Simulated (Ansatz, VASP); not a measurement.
HfO2: VASP beside Ansatz

```
Hf O
1.0
     0.01250    2.50679    2.50679
     2.50679    0.01250    2.50679
     2.50679    2.50679    0.01250
Hf O
1 2
Direct
  0.00000 0.00000 0.00000
  0.24958 0.24958 0.24958
  0.75042 0.75042 0.75042
```

Change from the starting cell: equal xy, yz and zx engineering shears of +0.5 %.

Alike in both runs: functional LDA; k mesh 8 × 8 × 8; no spin polarisation.

Ansatz relaxed the structure, and its values are those at the end. VASP's run is a single point on that final structure, the one shown.

|  | VASP | Ansatz |
| --- | --- | --- |
| version | VASP 6.6.1 | Ansatz 0.2.0 |
| potentials or method | VASP PAW LDA potentials, release 64 (Hf_pv, O), cutoff 520 eV | all-electron LAPW, scalar-relativistic |
| occupations | gaussian, width 0.01 eV | fixed |

|  | VASP | Ansatz | Ansatz less VASP |
| --- | --- | --- | --- |
| gap on the k mesh at the Fermi level (eV) | 3.70 | 3.66 | -0.046 |
| pressure (GPa) | -3.2 | 0.2 | +3.38 |

Ansatz ran all-electron here, so the differences hold the error of VASP's frozen core and of both bases.

Caveats: spin-orbit coupling is left out, which moves the levels of the heavy elements. A k mesh can miss the band edges.
